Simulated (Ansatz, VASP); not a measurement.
# Two plane-wave programs on MgSiN

```xyz
6
Lattice="2.9645 0.0000 0.0000 0.0000 3.8118 0.0000 0.0000 0.0000 8.4808" Properties=species:S:1:pos:R:3 pbc="T T T"
Mg    1.4822    1.9059    7.4264
Mg    0.0000    0.0000    1.0544
Si    0.0000    1.9059    4.9509
Si    1.4822    0.0000    3.5299
N     1.4822    1.9059    3.8805
N     0.0000    0.0000    4.6003
```

Change from the starting cell: species swapped into the TiBrO type (Pmmn, No. 59).

Alike in both runs: functional PBE; k mesh 6 × 6 × 2; occupations gaussian, width 0.1 eV; no spin polarisation.

Ansatz relaxed the structure, and its values are those at the end. VASP's run is a single point on that final structure, the one shown.

|  | VASP | Ansatz |
| --- | --- | --- |
| version | VASP 6.6.1 | Ansatz 0.2.0 |
| potentials or method | VASP PAW PBE potentials, release 64 (Mg, Si, N) | scalar-relativistic, plane waves, PAW |
| plane-wave cutoff (eV) | 520 | 420 |
| valence electrons in the cell | 22 | 38 |

```csv
,VASP,Ansatz,Ansatz less VASP
gap on the k mesh at the Fermi level (eV),none,none,-
pressure (GPa),0.0,0.0,+0.08
rms of the force components (eV/Å),0.004,0.004,-0.0002
```

A gap of «none» marks a metal or a gap that the smearing closes. The two sets of potentials don't hold the same shells in valence.

Caveats: the k mesh is coarse (spacing up to 0.37 Å⁻¹), so the values aren't converged.
